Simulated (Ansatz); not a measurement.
**Br**

```
CELL_PARAMETERS angstrom
0.00000 3.50155 3.50155
3.50155 0.00000 3.50155
3.50155 3.50155 0.00000
ATOMIC_POSITIONS crystal
Br 0.00000 0.00000 0.00000
Br 0.25000 0.25000 0.25000
```

Atom numbers follow the list: Br1, Br2.

The conventional cell has a = 7.003 Å, b = 7.003 Å, c = 7.003 Å, α = 90.00°, β = 90.00°, γ = 90.00°. Br (atom 1) has 4 Br at 3.03 Å as nearest neighbours.

The structure comes from a relaxation in the same program, started in the diamond type, and has space group Fd-3m. Whether it is a known phase or the ground state wasn't checked.

Computed with DFT, PBE, all-electron LAPW, scalar-relativistic (Ansatz 0.2.0).

Numerical set-up: a Γ-centred 14×14×14 k mesh, Fermi–Dirac smearing of 0.05 eV, basis error target 0.25 meV/atom, no spin polarisation.

```json
{
 "Band gap": "none: bands cross the Fermi level, a metal",
 "Density of states at the Fermi level (0.2 eV bin)": "5.18 states/eV per cell",
 "Volume per atom": "42.93 Å³",
 "Pressure at this cell": "0.02 GPa"
}
```
